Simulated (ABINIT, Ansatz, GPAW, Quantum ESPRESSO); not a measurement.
## Ti3Al: programs and potentials compared

```
CELL_PARAMETERS angstrom
2.92754 0.00000 0.00000
-1.46377 2.53533 0.00000
0.00000 0.00000 9.22636
ATOMIC_POSITIONS crystal
Ti 0.35222 0.68057 0.25483
Ti 0.34791 0.69140 0.74630
Ti 0.65209 0.34189 0.00035
Al 0.66040 0.32153 0.50111
```

The cell comes from a database or a generator and needn't be the stable form of this composition.

Atoms were shifted at random by some hundredths of an Å from the given cell, which wasn't relaxed again for these runs.

Alike in all runs: task single point; functional PBEsol; k mesh 10 × 10 × 3; occupations fermi-dirac, width 0.05 eV; no spin polarisation; no spin-orbit coupling. Pressure is positive in compression and, in plane waves, holds the error of the finite cutoff.

| program and potentials | plane-wave cutoff (eV) | notes | pressure (GPa) | largest force (eV/Å) | energy over the undisturbed cell (meV/atom) |
| --- | --- | --- | --- | --- | --- |
| GPAW, PAW data sets generated for this functional | 600 | - | -3.73 | 0.476 | 9.23 |
| Quantum ESPRESSO, GBRV 1.5 PBEsol | 612 | - | -3.48 | 0.476 | 9.24 |
| Ansatz, all-electron LAPW, scalar-relativistic | - | - | -3.45 | 0.477 | - |
| ABINIT, PseudoDojo NC SR PBEsol v0.4.1 standard | 1143 | - | -3.43 | 0.477 | - |

Force on atom 2 (Ti), eV/Å:

| program and potentials | x | y | z |
| --- | --- | --- | --- |
| GPAW, PAW data sets generated for this functional | -0.033 | -0.159 | 0.448 |
| Quantum ESPRESSO, GBRV 1.5 PBEsol | -0.033 | -0.159 | 0.448 |
| Ansatz, all-electron LAPW, scalar-relativistic | -0.033 | -0.159 | 0.448 |
| ABINIT, PseudoDojo NC SR PBEsol v0.4.1 standard | -0.033 | -0.159 | 0.448 |

The pressure spans -3.73 (GPAW, PAW data sets generated for this functional) to -3.43 GPa (ABINIT, PseudoDojo NC SR PBEsol v0.4.1 standard), with all-electron results at -3.45.

The functional is the same throughout but for its coding, so the spread measures potentials, basis and numerics; runs on potential files found faulty are left out.
